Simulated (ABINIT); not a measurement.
Runs of ABINIT 10.8.3 (patched build) on FeO (Wuestite). Symmetry: Fm-3m, No. 225, cubic system. Conventional cell: a = 4.311 Å, b = 4.311 Å, c = 4.311 Å, α = 90.00°, β = 90.00°, γ = 90.00°. Fe (site symmetry m-3m) is surrounded by 6 O at 2.16 Å. O (site symmetry m-3m) is surrounded by 6 Fe at 2.16 Å. 

```csv
task,level,potentials or basis,U,cell,k mesh,cutoff (eV),cutoff smearing ecutsm (Ha),double counting (usepawu),occupation projector (dmatpuopt),perturbed atom,perturbed element,mesh quality,gap on the mesh (eV),pressure (GPa),moment (μB)
single point,LDA,PseudoDojo NC SR LDA v0.4.1 standard,-,as given,8 × 8 × 8,1252,-,-,-,-,-,not flagged,none,(b),4.00
Hubbard U by linear response,LDA+U,JTH PAW LDA v2.0,Fe d U = 2 eV,cell relaxed at zero pressure by an earlier run,6 × 6 × 6,707,0.5,1,2,1,Fe,coarse,none,3.5,4.00
Hubbard U by linear response,PBEsol+U,JTH PAW PBE v2.0,Fe d U = 0 eV,as given,6 × 6 × 6,599,-,1,2,1,Fe,coarse,none,-,4.01
optical spectrum,LDA,PseudoDojo NC SR LDA v0.4.1 standard,-,as given,"8 × 8 × 8, with 4 shifts",1252,-,-,-,-,-,not flagged,-,(a),4.00
single point,BLYP+U,"Ansatz PAW PBE default generated set, frozen core",Fe d U = 1 eV,as given,8 × 8 × 8,435,-,2,-,-,-,not flagged,none,6.6,4.00
relaxation of cell and atoms,LDA,JTH PAW LDA v2.0,-,relaxed,8 × 8 × 8,707,0.5,-,-,-,-,not flagged,none,0.0,3.85
Hund's J by linear response,LDA+U,JTH PAW LDA v2.0,Fe d U = 0 eV,as given,6 × 6 × 6,599,-,1,3,1,Fe,coarse,none,-,4.00
```

Alike in all rows: spin collinear, ferromagnetic start; smearing fermi-dirac 0.05 eV.

Fill in the values left out.

(a) -16.3; (b) -16.2.

Caveats: some runs use coarse meshes; a cell with one magnetic atom can't hold antiferromagnetic order, which such compounds often take; the shifted atom has its images in every cell, so this scalar value isn't converged in cell size and belongs to these projectors alone (some runs); so large a pressure means that the cell lies far from this level's equilibrium, or that cutoff or potentials fall short (some runs); semilocal functionals often make such compounds metallic where correlation or magnetic order opens a gap, which also shifts bond lengths (some runs); the PAW data sets were made with another functional, which shifts forces and pressure a little (some runs); Libxc's GGAs can fail where the two spin gradients oppose each other (some runs); the intraband (Drude) term is left out (some runs).

A gap of «none» marks a metal or a gap under the smearing width.

Runs at the PBE level aren't shown here.
